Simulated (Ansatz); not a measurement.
**Kick test of a cell of Fe2Pt3**

The structure comes from a generated guess, relaxed at this level; another structure or a mixture of phases may lie lower.

Computed with DFT PBE, scalar-relativistic, plane waves, PAW (Ansatz). Cutoff 420 eV; k points 12×12×12 on the computed 5-atom cell (Γ-centred); Gaussian smearing, width 0.10 eV; collinear spin from starting moments 3.4 3.4 0.3 0.3 0.3 μB.

The cell below (5 atoms, space group R-3m (No. 166)) is relaxed within its symmetry.

```xyz
5
Lattice="2.1882 1.2634 4.4396 -2.1882 1.2634 4.4396 0.0000 -2.5267 4.4396" Properties=species:S:1:pos:R:3 pbc="T T T"
Fe    0.0000    0.0000    2.6767
Fe    0.0000    0.0000   10.6421
Pt    0.0000    0.0000    0.0000
Pt    0.0000    0.0000    5.3275
Pt    0.0000    0.0000    7.9913
```

For the test a repeat of it with 10 atoms (edges 4.38, 5.11, 7.58 Å) was strained at random (σ = 1.5 % a component), the atoms were moved at random (σ = 0.05 Å), and all was relaxed again on a coarse 6×6×4 mesh (in the run’s order of axes) with 0.20 eV smearing, with no symmetry imposed.

These runs have no spin–orbit coupling, which can matter for Pt. Another magnetic order may lie lower.

**Question.** What happens?

**Answer.** It doesn't return. The energy falls by 164 meV/atom on that mesh, the volume changes by -1.9 %, and the end has space group C2/m (No. 12) at a loose tolerance. Relaxed again on a 12×12×10 mesh with 0.10 eV smearing, the new structure lies 163 meV/atom below the first (mesh in the axes of the run's cell; the cell below is made exact in the group named). Space group C2/m (No. 12), monoclinic, a = 8.587 Å, b = 3.879 Å, c = 5.997 Å, β = 133.7°. Fe is surrounded by 1 Fe at 2.66 Å, 9 Pt at 2.66–2.79 Å and 2 Fe at 2.83 Å; around Pt on a site of symmetry 2/m lie 6 Fe at 2.71–2.79 Å and 6 Pt at 2.74–2.79 Å; Pt on a site of symmetry m is surrounded by 6 Fe at 2.66–2.75 Å and 6 Pt at 2.69–2.83 Å.

```cif
data_structure
_symmetry_space_group_name_H-M 'C2/m'
_symmetry_Int_Tables_number 12
_cell_length_a 8.5866
_cell_length_b 3.8790
_cell_length_c 5.9967
_cell_angle_alpha 90.000
_cell_angle_beta 133.671
_cell_angle_gamma 90.000
_cell_volume 144.47
loop_
_atom_site_label
_atom_site_type_symbol
_atom_site_symmetry_multiplicity
_atom_site_Wyckoff_symbol
_atom_site_fract_x
_atom_site_fract_y
_atom_site_fract_z
_atom_site_occupancy
Fe1 Fe 4 i 0.90784 0.50000 0.70856 1
Pt1 Pt 2 c 0.00000 0.00000 0.50000 1
Pt2 Pt 4 i 0.29938 0.50000 0.88503 1
```
